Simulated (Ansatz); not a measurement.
## Wurtzite InN

The numbers are results of r²SCAN+rVV10 (Ansatz, a first-principles code, PAW), not measurements.

Run with plane-wave cutoff 500 eV, 18×18×8 k mesh (along the axes of the cell as run), Fermi–Dirac smearing 0.05 eV, scalar-relativistic PAW data made under PBE.

Cell (relaxed at this level):

InN has the hexagonal space group P6₃mc (No. 186), the wurtzite structure, Pearson symbol hP4. Lattice parameters: a = b = 3.537 Å, c = 5.707 Å, α = β = 90.00°, γ = 120.00°. In on 2b is coordinated by 4 N at 2.156–2.164 Å (tetrahedral). N on 2b has 4 In at 2.156–2.164 Å (tetrahedral). (Neighbours: up to the widest gap in distance over summed covalent radii, below 1.35, at either atom; cation-cation and far metal-metal contacts left out.)

- band gap = zero (no gap)

Measured, for comparison: band gap 0.77 eV (zero-point shift of 0.07 eV (the table's estimate, ZP (est)) added back here, E0, Γ; inputs from arXiv:2302.06325).

Spin–orbit coupling is not included.

The computed numbers hold no vibrational or temperature effects.

Computing time: roughly 4 core-minutes.
